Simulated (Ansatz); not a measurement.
# Al2Pt in Ansatz: the effect of functional

Crystal: Al2Pt.

```
Pt Al
1.0
     0.00000    3.01296    3.01296
     3.01296    0.00000    3.01296
     3.01296    3.01296    0.00000
Pt Al
1 2
Cartesian
  0.0000 0.0000 0.0000
  4.5194 4.5194 4.5194
  1.5065 1.5065 1.5065
```

The cell isn't the ideal one: volume scaled by 1.06.

Alike in all runs:

```yaml
Program: Ansatz 0.2.0
Task: single point
Potentials_or_basis: Ansatz PAW
k_mesh: 8 × 8 × 8
Occupations: fermi-dirac, width 0.05 eV
Spin: no spin polarisation
```

| functional | cutoff | pressure (GPa) |
| --- | --- | --- |
| LDA | 420 eV (not typed: the program's choice for these potentials) | ? |
| PBEsol | 420 eV (not typed: the program's choice for these potentials) | -7.8 |
| r2SCAN | 500 eV (not typed: the program's choice for these potentials) | -7.6 |

**Question.** What does the run with functional LDA give?

**Answer.** Pressure -10.4 GPa.

Caveats: the PAW data sets come from PBE, with cores solved anew for the run's functional, which leaves a small shift of forces and pressure.
